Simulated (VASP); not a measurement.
Write the native input for VASP 6.6.1 that does the following.

```yaml
Task: single point
Functional: PBEsol
Potentials_or_basis: VASP PAW PBE potentials, release 64 (Al, N)
Cutoff: 520 eV
k_mesh: 9 × 9 × 6
Occupations: gaussian, width 0.02 eV
Spin: no spin polarisation
Further_INCAR_settings: ALGO = Normal; EDIFF = 1e-06; NBANDS = 16
```

The structure of AlN lies in POSCAR:

```
AlN
1.0
    3.1285881400      0.0000000000      0.0000000000
   -1.5642940700      2.7094368000      0.0000000000
    0.0000000000      0.0000000000      5.0169550000
Al N
2 2
Direct
    0.6666666700      0.3333333300      0.4992870000
    0.3333333300      0.6666666700      0.9992870000
    0.6666666700      0.3333333300      0.8807130000
    0.3333333300      0.6666666700      0.3807130000
```

The cell is a database's computed one.

One way to write it, as run:

INCAR

```
PREC = Accurate
ENCUT = 520
EDIFF = 1E-6
ISMEAR = 0
SIGMA = 0.02
LREAL = False
LASPH = True
NELM = 80
ALGO = Normal
ISIF = 2
LWAVE = False
LCHARG = False
GGA = PS
NBANDS = 16
```

KPOINTS

```
Automatic mesh
0
Gamma
  9 9 6
```

Potentials or basis: VASP PAW PBE potentials, release 64 (Al, N).

Command:

```console
$ cat potpaw_PBE.64/Al/POTCAR potpaw_PBE.64/N/POTCAR > POTCAR
$ mpirun -np 1 vasp_std > vasp.out
```

Results of the run:

* Pressure: -3.2 GPa
* Largest force: 0.006 eV/Å
* Band gap on the k mesh: 3.98 eV, direct

Caveat: the PAW data sets were made with another functional, which shifts forces and pressure a little.

Run time: 14 s on 1 thread of AMD EPYC 9R45 96-Core Processor (Zen 5), with other jobs on the host, peak memory 0.14 GiB.
